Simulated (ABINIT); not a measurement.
## HfN: equation of state with LDA

HfN:

```
Hf N
1.0
     0.00000    2.45482    2.45482
     2.45482    0.00000    2.45482
     2.45482    2.45482    0.00000
Hf N
1 1
Direct
  0.00000 0.00000 0.00000
  0.25000 0.25000 0.25000
```

The cell comes from a database or a generator and needn't be the stable form of this composition.

```json
{
 "Program": "ABINIT 10.8.3 (patched build)",
 "Task": "equation of state",
 "Functional": "LDA",
 "Potentials or basis": "JTH PAW LDA v2.0",
 "Cutoff": "707 eV",
 "k mesh": "9 × 9 × 9",
 "Occupations": "fermi-dirac, width 0.05 eV",
 "Spin": "no spin polarisation",
 "Fine-grid cutoff": "1306.15 eV"
}
```

| Item | Value |
| --- | --- |
| Equilibrium volume | 14.03 Å³/atom |
| Bulk modulus | 218 GPa |
| Pressure derivative of the bulk modulus | 4.2 |

Energy against volume, from the lowest point:
| volume (Å³/atom) | energy (meV/atom) |
| --- | --- |
| 13.906 | 0.00 |
| 14.201 | 0.59 |
| 14.497 | 9.18 |
| 14.793 | 24.95 |
| 15.089 | 47.11 |
| 15.385 | 75.03 |
| 15.681 | 108.17 |

Wall time 54 s on 1 thread of AMD EPYC 9R45 96-Core Processor (Zen 5) (shared host), peak memory 0.16 GiB.

Caveat: pressures at fixed basis lie under the slope of the energies. The run has no spin-orbit coupling, so splittings on Hf are missing.
